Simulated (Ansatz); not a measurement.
**WSe2: moving Se off its site**

WSe2, P6_3/mmc, a = 3.279 Å, c = 12.789 Å. Ansatz: PBE+D3(BJ), PAW, 420 eV, Γ-centred 12×12×2 mesh on 6 atoms, Gaussian smearing 0.05 eV; no spin polarisation.

```xyz
6
Lattice="3.2790 0.0000 0.0000 -1.6395 2.8397 0.0000 0.0000 0.0000 12.7886" Properties=species:S:1:pos:R:3 pbc="T T T"
W     0.0000    1.8931    3.1972
W     1.6395    0.9466    9.5915
Se    0.0000    1.8931    7.9071
Se    1.6395    0.9466    1.5128
Se    0.0000    1.8931   11.2758
Se    1.6395    0.9466    4.8815
```

Atom 3 (Se) moves by x along the unit vector (-0.647, -0.374, 0.665), with its periodic images; all else is held. y is the free energy of the cell over the start, F the force along the path summed over the moved atoms.

| x (Å) | y (meV) | F (eV/Å) |
| --- | --- | --- |
| -0.100 | ? | ? |
| -0.060 | 20.6 | 0.66 |
| -0.020 | 2.4 | 0.24 |
| 0.000 | 0.0 | 0.00 |
| 0.040 | 10.1 | -0.52 |
| 0.080 | 42.5 | -1.11 |
| 0.100 | 67.9 | -1.44 |

Question: Fit y = c2 x² + c3 x³ + c4 x⁴ to the energies of the other rows, give the force constant, and predict energy and force of the missing row.

Answer: Least squares on the rows shown. y = 6078 x² + 6385 x³ + 7428 x⁴. The force constant is 2 c2 = 12.2 eV/Å² (for all images moving together, not for a lone atom). The force −dy/dx at the missing row is 1.05 eV/Å (computed 1.04). At x = -0.100 the fit asked for gives 55.1 meV. The run gave 54.9 meV, so the fit is 0.2 meV too high, a small miss on the scale of the series. The form still works here, 25 % of the fitted range beyond its end.

Spin–orbit coupling is left out, which can shift energies with elements as heavy as these.